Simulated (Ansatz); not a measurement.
A (001) slab of C (P6_3/mmc (No. 194)), 4 planes, outer planes C (top) and C (bottom), with 8 atoms (C8) in a surface cell of A = 5.262 Å², as cut from the bulk:

```yaml
crystal:
  lattice:
    - [2.46498, 0.00000, 0.00000]
    - [-1.23249, 2.13474, 0.00000]
    - [0.00000, 0.00000, 25.10765]
  atoms:
    - { symbol: C, position: [0.00000, 0.00000, 0.29871] }
    - { symbol: C, position: [0.66667, 0.33333, 0.29871] }
    - { symbol: C, position: [0.00000, 0.00000, 0.43290] }
    - { symbol: C, position: [0.33333, 0.66667, 0.43290] }
    - { symbol: C, position: [0.00000, 0.00000, 0.56710] }
    - { symbol: C, position: [0.66667, 0.33333, 0.56710] }
    - { symbol: C, position: [0.00000, 0.00000, 0.70129] }
    - { symbol: C, position: [0.33333, 0.66667, 0.70129] }
```

Theory: Ansatz, DFT PBE+D3(BJ), scalar-relativistic, plane waves, PAW. Settings: cutoff 420 eV, Γ-centred mesh 15×15×1 on the computed 8-atom cell, Gaussian smearing of 0.10 eV; no spin polarisation. The cell repeats along c with a dipole correction in the vacuum.

Against the same 8 atoms in the bulk, the slab as cut lies 0.121 eV higher and the relaxed slab 0.121 eV higher.

Problem. Work out the surface energy before and after relaxation.

Solution. The slab has two faces, so γ = (E_slab − N·E_bulk)/(2A), the mean of both. As cut: 0.121/(2 × 5.262) = 0.0115 eV/Å², and 1 eV/Å² = 16.02 J/m², so γ = 0.18 J/m². Relaxed: 0.121/(2 × 5.262) = 0.0115 eV/Å² = 0.18 J/m². Relaxation recovers 0.0 % of the cost of cutting.

Problem. What is the ideal work of this cut, per area?

Solution. Griffith's ideal work is 2γ: 0.37 J/m², whether the new faces relax or not. One thickness was run, 4 planes, so γ can still shift with it.